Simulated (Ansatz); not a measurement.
# Al2O3 (Corundum) (R-3c) in Ansatz: a series of runs

The runs below take Al2O3 (Corundum) through band structure, with r2SCAN, revPBE.

Everything below comes from runs of Ansatz 0.2.0. Logs are shortened: lines on timing, memory, paths and dates and some standing lists are left out, and cuts for length are marked.

**Measured values to compare with.**

From “Multi-petahertz electron interference in Cr:Al2O3 solid-state material”, 2018, pmc:5906618, for a bulk crystal of Al2O3: band gap 8.7 eV (optical).

The runs below are set against these values where they give the same quantity.

## Step 1: Starting point

The structure is trigonal, space group R-3c (No. 167). The conventional cell has a = 4.760 Å, b = 4.760 Å, c = 12.996 Å, α = 90.00°, β = 90.00°, γ = 120.00°. Al (site symmetry 3) is surrounded by 6 O at 1.85 to 1.97 Å. O (site symmetry 2) has 4 Al at 1.85 to 1.97 Å as nearest neighbours.

## Step 2: Band structure, r2SCAN

input.yaml

```yaml
crystal:
  lattice:
    - [2.38025, 1.3742379782, 4.3318666667]
    - [-2.38025, 1.3742379782, 4.3318666667]
    - [0.0, -2.7484759565, 4.3318666667]
  atoms:
    - { symbol: Al, position: [0.85216, 0.85216, 0.85216] }
    - { symbol: Al, position: [0.64784, 0.64784, 0.64784] }
    - { symbol: Al, position: [0.14784, 0.14784, 0.14784] }
    - { symbol: Al, position: [0.35216, 0.35216, 0.35216] }
    - { symbol: O, position: [0.05668, 0.75, 0.44332] }
    - { symbol: O, position: [0.75, 0.44332, 0.05668] }
    - { symbol: O, position: [0.44332, 0.05668, 0.75] }
    - { symbol: O, position: [0.94332, 0.25, 0.55668] }
    - { symbol: O, position: [0.25, 0.55668, 0.94332] }
    - { symbol: O, position: [0.55668, 0.94332, 0.25] }
hamiltonian:
  xc: r2scan
  pseudopotentials: { kind: paw }
kpoints:
  mp_grid: { grid: [7, 7, 7] }
  band_path:
    path:
      - [[0.0, 0.0, 0.0], [0.5, 0.0, 0.0], [0.5, 0.2337604794, -0.2337604794]]
      - [[0.7662395206, 0.5, 0.2337604794], [0.5, 0.5, 0.5], [0.0, 0.0, 0.0], [0.3668802397, 0.0, -0.3668802397]]
      - [[0.6331197603, 0.3668802397, 0.0], [0.5, 0.5, 0.0], [0.6331197603, 0.6331197603, 0.2337604794], [0.5, 0.5, 0.5]]
      - [[0.5, 0.0, 0.0], [0.7662395206, 0.3668802397, 0.3668802397]]
    npoints: 10
scf:
  occupations: { method: fermi_dirac, width: 0.05 }
  n_extra_bands: 25
output:
  forces: true
  stress: true
  eigenvalues: true
  fatbands: true
```

Potentials or basis: Ansatz PAW.

Command:

```console
ansatz run input.yaml --threads 4 --pin off --max-ram 11264MiB --backend cpu --events-out ev --progress --plain --runs-dir out
```

What it wrote:

```text
Warning: RAYON_NUM_THREADS=4 ignored (pool sized by the plan → 4); use --threads N
scf.n_extra_bands = 25 over 24 filled bands (N_el = 48.0): the run solves 49 bands
Engine: ansatz 0.2.0, x86_64-unknown-linux-gnu
Pseudopotentials: kind: paw
Pseudopotential: Al, paw, valence charge 3, recommended cutoff 500 eV (meta_gga), Al.paw.azcp
Pseudopotential: O, paw, valence charge 6, recommended cutoff 500 eV (meta_gga), O.paw.azcp
Functional definition: r2SCAN
  parameter k0 = 0.174
  parameter k1 = 0.065
  parameter a1 = 4.9479
  exchange = r2scan_x(k0 = k0, k1 = k1, a1 = a1)
  correlation = r2scan_c
Crystal: 10 atoms, lattice volume = 85.018 Å³
Basis set: ecut = 500 eV, 2169 PW (Γ), exchange–correlation on 160×160×160 points (64 copies of the dense FFT grid, shifted against one another)
Bands: 49, of which v1, the nominal top of the filled ones, is band 24 counted from 1 (23 counted from 0)
Symmetry: 12 space group operations
Space group: R-3c (ITA 167), of the structure as read, at distance tolerance 4.4e-5 Å
k-points: 44 of 343
Non-local potential: Al, projectors of the file, l = 0: 2, l = 1: 2, l = 2: 1
Non-local potential: O, projectors of the file, l = 0: 2, l = 1: 2, l = 2: 1
PAW form: soft (Blöchl's): semilocal exchange-correlation on the pseudo side does not see the compensation charge
PAW frozen core: Al, regenerated for the run's functional (the file was generated under x = pbe(κ = 0.804, μ = 0.2195149727645171), c = pbe(β = 0.06672455060314922))
PAW frozen core: O, regenerated for the run's functional (the file was generated under x = pbe(κ = 0.804, μ = 0.2195149727645171), c = pbe(β = 0.06672455060314922))
PAW one-centre angular grid: Al, 302 points (default); XC on 160 Gauss nodes
PAW one-centre angular grid: O, 302 points (default); XC on 160 Gauss nodes
Initial density: superposition of atomic densities (neutral atoms: chi_scale 0, normalization atom), corrected by the library's trained network
Initial wavefunctions: pseudopotential atomic-orbital guess
Functional: x = r2scan, c = r2scan; τ floored in thin density (d = 2e-4 eV/Å³)
SCF iter   1: F=—  HF=-5590.108197 eV  |F-HF|=—  |Δ(HF+E_count)|=         —  Δρ=8.19e-3  dr2=5.39e-2  dr2_τ=6.30e-1  ethr=1.77e-3  ⟨swp⟩=5.7  Hψ=10467  notcnv=0  defer=380
preconditioner: auto → Resta (q_TF=auto, 2.480 Å⁻¹)  ε∞=2.5  [insulator: Δε(μ)=7.037 eV  Ē_g=22.541 eV  σ=0.050 eV  W_gap=1.00  n_scr=20 (ndim 8)  ℏωp=27.9 eV  f_vac=0.000  D(μ)=0.00/eV (n_scr^D=0)  ε∞_Penn≈2.5]
SCF iter   2: F=—  HF=-5590.628765 eV  |F-HF|=—  |Δ(HF+E_count)|=   5.21e-1  Δρ=5.67e-3  dr2=1.96e-2  dr2_τ=1.11e-3  ethr=1.12e-4  ⟨swp⟩=3.0  Hψ=4006  notcnv=0  defer=828
SCF iter   3: F=—  HF=-5590.626059 eV  |F-HF|=—  |Δ(HF+E_count)|=   2.71e-3  Δρ=1.37e-3  dr2=1.16e-3  dr2_τ=1.03e-4  ethr=4.08e-5  ⟨swp⟩=2.0  Hψ=2392  notcnv=0  defer=828
SCF iter   4: F=—  HF=-5590.625971 eV  |F-HF|=—  |Δ(HF+E_count)|=   8.82e-5  Δρ=4.65e-4  dr2=1.94e-4  dr2_τ=1.26e-5  ethr=2.42e-6  ⟨swp⟩=2.0  Hψ=2344  notcnv=0  defer=828
SCF iter   5: F=—  HF=-5590.625936 eV  |F-HF|=—  |Δ(HF+E_count)|=   3.54e-5  Δρ=1.19e-4  dr2=1.24e-5  dr2_τ=5.10e-7  ethr=4.04e-7  ⟨swp⟩=2.9  Hψ=2618  notcnv=0  defer=828
SCF iter   6: F=—  HF=-5590.625933 eV  |F-HF|=—  |Δ(HF+E_count)|=   2.98e-6  Δρ=2.61e-5  dr2=6.20e-7  dr2_τ=1.40e-8  ethr=2.58e-8  ⟨swp⟩=2.1  Hψ=2255  notcnv=0  defer=828
SCF iter   7: F=-5590.625932 eV  HF=-5590.625933 eV  |F-HF|=5.41e-9  |Δ(HF+E_count)|=   1.39e-7  Δρ=3.15e-6  dr2=9.67e-9  dr2_τ=1.70e-10  ethr=2.08e-10  ⟨swp⟩=12.4  Hψ=13214  notcnv=0
SCF 1 converged in 7 iterations: F = -5590.625932 eV  dr2 = 9.67e-9
NSCF: frozen V_eff on 94 k-points
SCF converged after 7 iterations
Free energy (F): -5590.625932 eV
Harris-Foulkes:  -5590.625933 eV  (|F-HF|=5.41e-9)
Internal energy: -5590.625932 eV  (E = F + TS)
E sigma→0 (E₀):  -5590.625932 eV
Fermi energy:    10.973669 eV
--- Per-component energies (eV) ---
  E_band       = 34.195118
  E_kinetic    = 1192.888728
  E_local      = -1986.825722  (includes V_loc(G=0)·N_el)
  E_nonlocal   = 318.360629
  E_hartree    = 741.192688
  E_xc         = -601.404746
  E_vxc        = -778.956641  (∫ρ·V_xc dr)
  E_paw        = -2856.681057  (= ΣΔE_a)
  E_vpaw       = -240.877395  (= ΣTr[D̂ρ^β])
  E_aug_tail   = 0.006194  (compensation charges beyond the density's cutoff)
  E_vtau       = 47.217560  (kinetic-family band-sum trace: ∫τ·v_τ [+ j·A + Jᵃ·Aᵃ] dr)
  E_ewald      = -2397.730569
  E_core_change = -0.432078  (= ΣΔE_core)
  E_smearing   = -0.000000  (= −TS)
  E_closure    = 0.000000  (closes the sum)
  Σ components = -5590.625932   (vs F -5590.625932, Δ=0.00e0)
--- Forces (eV/Å), atoms counted from 1 ---
  atom   1  Al     0.00000000     0.00000000    -0.05933651
  atom   2  Al     0.00000000    -0.00000000     0.05933651
  atom   3  Al    -0.00000000    -0.00000000     0.05933651
  atom   4  Al    -0.00000000     0.00000000    -0.05933651
  atom   5  O     -0.02214815    -0.03836173    -0.00000000
  atom   6  O     -0.02214815     0.03836173     0.00000000
  atom   7  O      0.04429631     0.00000000     0.00000000
  atom   8  O      0.02214815     0.03836173     0.00000000
  atom   9  O      0.02214815    -0.03836173    -0.00000000
  atom  10  O     -0.04429631     0.00000000     0.00000000
  max |Σ_I F_I| component: 6.94e-18 eV/Å
--- Stress (GPa, compression-positive) ---
       -0.171102       0.000000       0.000000
        0.000000      -0.171102       0.000000
        0.000000       0.000000      -0.223331
  P = ⅓ Tr σ = -0.1885 GPa (-1.885 kbar)
--- Band table (eV; the first three rows and the last of 44) ---
  k-point 0: bands = ["-12.8419", "-10.5610", "-10.2915", "-10.2915", "-9.9875", "-9.9875", "0.4077", "1.4242", "1.7396", "1.7396", "2.8699", "2.9732", "2.9732", "3.9856", "4.3927", "5.8789", "5.8789", "6.0059", "6.0059", "6.8212", "6.8212", "7.2909", "7.2909", "7.3490", "14.4634", "17.4778", "19.2783", "19.9547", "19.9547", "20.0250", "20.7412", "20.8068", "20.8068", "22.1958", "23.1878", "23.1878", "23.2804", "23.2804", "23.6120", "24.4471", "24.4705", "26.8649", "26.8649", "27.1966", "27.1966", "28.6922", "28.7410", "28.8543", "28.9703"]
  k-point 1: bands = ["-12.7369", "-10.6031", "-10.3591", "-10.3127", "-10.0362", "-9.9930", "0.5237", "1.1772", "1.6084", "2.2650", "2.3705", "2.9002", "3.7097", "4.4141", "4.6040", "5.4934", "5.8275", "5.9129", "6.0846", "6.5795", "6.6661", "7.0305", "7.2633", "7.3053", "14.9383", "17.8681", "18.8662", "19.6500", "19.7441", "19.9403", "20.8386", "21.0046", "21.2796", "21.6211", "22.9609", "23.0989", "23.1407", "23.4265", "23.6022", "24.2355", "24.4038", "26.4319", "26.9456", "27.0987", "27.4610", "27.7704", "27.8044", "28.8250", "29.0818"]
  k-point 2: bands = ["-12.4347", "-10.9157", "-10.3466", "-10.3430", "-10.1492", "-10.0319", "0.7119", "1.2696", "1.2903", "2.1966", "2.8254", "3.2707", "4.5013", "4.6169", "5.0787", "5.2931", "5.4277", "5.6287", "5.9333", "5.9372", "6.5227", "6.8366", "7.1418", "7.1923", "16.0262", "18.3655", "18.6527", "18.9729", "19.2392", "19.7749", "20.8541", "20.9560", "21.2574", "21.8834", "22.2234", "22.5546", "22.9696", "23.6084", "23.7325", "23.9971", "24.5133", "25.1794", "26.2234", "26.8349", "27.1520", "27.7565", "28.1532", "28.9003", "29.7065"]
  k-point 43: bands = ["-11.8609", "-11.7038", "-10.4124", "-10.3226", "-10.0593", "-10.0216", "1.5763", "1.6846", "2.5336", "2.5516", "2.9548", "3.3495", "3.5063", "3.6942", "4.6896", "4.9026", "4.9803", "5.4549", "5.6605", "5.8191", "6.7194", "6.7226", "6.8515", "6.9066", "17.1508", "17.3840", "19.3189", "19.5039", "20.5066", "20.5115", "20.6924", "21.0550", "21.4426", "21.6103", "22.8227", "22.9771", "23.0999", "23.2592", "23.3715", "23.5111", "24.6042", "24.8576", "25.3650", "25.5081", "26.0462", "26.1802", "29.5431", "30.0189", "30.5204"]
```

Run time: 16 s. Hardware: 4 threads of Intel Xeon at 2.70GHz, shared host; peak memory 0.78 GiB.

What came out:

```yaml
Free_energy: -5590.6259 eV
Pressure: -0.2 GPa
Largest_force: 0.059 eV/Å
Band_gap_on_the_k_mesh: 7.11 eV, direct
Band_gap_along_the_path: 7.11 eV, direct
```

Forces on the atoms (eV/Å):
```
Al   0.000  0.000 -0.059
Al   0.000  0.000  0.059
Al   0.000  0.000  0.059
Al   0.000  0.000 -0.059
O   -0.022 -0.038  0.000
O   -0.022  0.038  0.000
O    0.044  0.000  0.000
O    0.022  0.038  0.000
O    0.022 -0.038  0.000
O   -0.044  0.000  0.000
```

Levels at the corners of the path, in eV from the valence-band top:
```tsv
point	band 21	band 22	band 23	band 24	band 25	band 26	band 27	band 28
Γ	-0.53	-0.06	-0.06	0.00	7.11	10.13	11.93	12.61
L	-0.94	-0.94	-0.29	-0.29	10.42	10.42	10.70	10.70
B1	-0.88	-0.88	-0.53	-0.53	10.71	10.71	11.11	11.11
B	-0.88	-0.88	-0.53	-0.53	10.71	10.71	11.11	11.11
Z	-0.41	-0.41	-0.41	-0.41	9.61	9.61	12.15	12.15
Γ	-0.53	-0.06	-0.06	0.00	7.11	10.13	11.93	12.61
X	-0.92	-0.88	-0.59	-0.31	10.51	10.55	10.71	11.21
Q	-0.92	-0.88	-0.59	-0.31	10.51	10.55	10.71	11.21
F	-1.06	-0.93	-0.77	-0.28	10.60	10.78	10.88	11.44
P1	-1.07	-0.89	-0.77	-0.49	10.76	10.87	11.16	11.45
Z	-0.41	-0.41	-0.41	-0.41	9.61	9.61	12.15	12.15
L	-0.94	-0.94	-0.29	-0.29	10.42	10.42	10.70	10.70
P	-1.07	-0.89	-0.77	-0.49	10.76	10.87	11.16	11.45
```

Caveat: the PAW data sets come from PBE, with cores solved anew for the run's functional, which leaves a small shift of forces and pressure.

## Step 3: Band structure, revPBE

input.yaml: that of step 2 with these lines changed.

```diff
@@ -17,3 +17,3 @@
 hamiltonian:
-  xc: r2scan
+  xc: revpbe
   pseudopotentials: { kind: paw }
@@ -35,2 +35,6 @@
   eigenvalues: true
-  fatbands: true
+  fatbands: false
+  write_density: true
+  write_potential: true
+  elf: true
+  volumetric_format: npy
```

Potentials or basis: Ansatz PAW.

Command:

```console
ansatz run input.yaml --threads 4 --pin off --max-ram 11264MiB --backend cpu --events-out ev --progress --plain --runs-dir out
```

It took 5.8 s on 4 threads of Intel Xeon at 2.70GHz, shared host; peak memory 0.56 GiB.

The run converged. Its results:

| Item | Value |
| --- | --- |
| Free energy | -5585.0323 eV |
| Pressure | 11.3 GPa |
| Largest force | 0.039 eV/Å |
| Band gap on the k mesh | 6.29 eV, direct |
| Band gap along the path | 6.29 eV, direct |

Forces in eV/Å, atoms in the order of the input:
```
Al   0.000  0.000 -0.039
Al   0.000  0.000  0.039
Al   0.000  0.000  0.039
Al   0.000  0.000 -0.039
O   -0.003 -0.005  0.000
O   -0.003  0.005  0.000
O    0.005  0.000  0.000
O    0.003  0.005  0.000
O    0.003 -0.005  0.000
O   -0.005  0.000  0.000
```

Stress tensor (GPa, compression positive):
```
11.54  0.00  0.00
 0.00 11.54  0.00
 0.00  0.00 10.84
```

Levels at the corners of the path, in eV from the valence-band top:
| point | band 21 | band 22 | band 23 | band 24 | band 25 | band 26 | band 27 | band 28 |
| --- | --- | --- | --- | --- | --- | --- | --- | --- |
| Γ | -0.50 | -0.05 | -0.05 | 0.00 | 6.29 | 9.24 | 10.89 | 11.61 |
| L | -0.91 | -0.91 | -0.28 | -0.28 | 9.56 | 9.56 | 9.75 | 9.75 |
| B1 | -0.85 | -0.85 | -0.51 | -0.51 | 9.80 | 9.80 | 10.23 | 10.23 |
| B | -0.85 | -0.85 | -0.51 | -0.51 | 9.80 | 9.80 | 10.23 | 10.23 |
| Z | -0.38 | -0.38 | -0.38 | -0.38 | 8.76 | 8.76 | 11.24 | 11.24 |
| Γ | -0.50 | -0.05 | -0.05 | 0.00 | 6.29 | 9.24 | 10.89 | 11.61 |
| X | -0.89 | -0.84 | -0.56 | -0.29 | 9.59 | 9.64 | 9.85 | 10.32 |
| Q | -0.89 | -0.84 | -0.56 | -0.29 | 9.59 | 9.64 | 9.85 | 10.32 |
| F | -1.02 | -0.91 | -0.74 | -0.26 | 9.75 | 9.81 | 10.03 | 10.49 |
| P1 | -1.03 | -0.86 | -0.75 | -0.47 | 9.85 | 10.04 | 10.30 | 10.46 |
| Z | -0.38 | -0.38 | -0.38 | -0.38 | 8.76 | 8.76 | 11.24 | 11.24 |
| L | -0.91 | -0.91 | -0.28 | -0.28 | 9.56 | 9.56 | 9.75 | 9.75 |
| P | -1.03 | -0.86 | -0.75 | -0.47 | 9.85 | 10.04 | 10.30 | 10.46 |

Caveat: the pressure holds a Pulay correction of +0.8 GPa for the finite cutoff; the PAW data sets come from PBE, with cores solved anew for the run's functional, which leaves a small shift of forces and pressure.

## Step 4: Comparison with measurements

Step 2. Measured gap of Al2O3: 8.7 eV (optical; quoted in “Multi-petahertz electron interference in Cr:Al2O3 solid-state material”, 2018, pmc:5906618). This calculation gives 7.11 eV (-1.59 eV). The value is that of r2SCAN, without temperature or zero-point motion.

Step 3. A measured gap of Al2O3 is 8.7 eV (optical; quoted in “Multi-petahertz electron interference in Cr:Al2O3 solid-state material”, 2018, pmc:5906618); the calculated 6.29 eV misses it by -2.41 eV. The value is that of revPBE, without temperature or zero-point motion. Semilocal functionals fall short of measured gaps as a rule.
